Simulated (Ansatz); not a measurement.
Field gradients against strain in BaTiO3

```yaml
crystal:
  lattice:
    - [3.99980, 0.00000, 0.00000]
    - [0.00000, 3.99980, 0.00000]
    - [0.00000, 0.00000, 4.01800]
  atoms:
    - { symbol: Ba, position: [0.00000, 0.00000, 0.00000] }
    - { symbol: Ti, position: [0.50000, 0.50000, 0.50000] }
    - { symbol: O, position: [0.50000, 0.50000, 0.00000] }
    - { symbol: O, position: [0.50000, 0.00000, 0.50000] }
    - { symbol: O, position: [0.00000, 0.50000, 0.50000] }
```

Atom numbers follow the list: Ba1, Ti2, O3, O4, O5.

The cell comes from COD entry 2100860, which wasn't checked; take it as a given geometry.

These are results of Ansatz 0.2.0, DFT, PBEsol, all-electron PAW with datasets made for the crystal, scalar-relativistic, not measurements.

Settings: a Γ-centred 7×7×7 k mesh, Fermi–Dirac smearing of 0.03 eV, cutoff 540 eV (chosen by the program for this cell), no spin polarisation.

The strain is applied along the Cartesian axes of the cell as listed (γ is the engineering shear, twice εxy = εyz = εzx). Fractional coordinates are held (clamped ions).

The columns are Cartesian components of the electric field gradient at the nuclei, in 10²¹ V/m².

Spin–orbit coupling is left out, which moves gradients at and beside heavy atoms by some per cent and at worst by a factor of two.

Only quantities that a quadratic follows smoothly over the whole series are listed; rougher ones are left out.

| γ | Vxy at Ba1 | Vxy at Ti2 |
| --- | --- | --- |
| -0.0300 | -1.67 | 0.60 |
| -0.0200 | -1.16 | 0.39 |
| -0.0100 | -0.60 | 0.20 |
| 0.0000 | 0.00 | 0.00 |
| 0.0100 | 0.64 | -0.19 |
| 0.0300 | 2.02 | -0.58 |

Task: Fit the series and give the gradient–strain slopes.

Result: Least-squares fits y = p0 + p1 x + p2 x² to the rows give Vxy at Ba1: p1 = 61.6, p2 = 190; Vxy at Ti2: p1 = -19.6, p2 = 8.3. The slopes p1 are in 10²¹ V/m² per unit strain, for clamped ions.

Task: One run, at γ = 0.0200, is withheld. Predict its row.

Result: The fits give 1.31, -0.39; the run gave 1.31, -0.39.
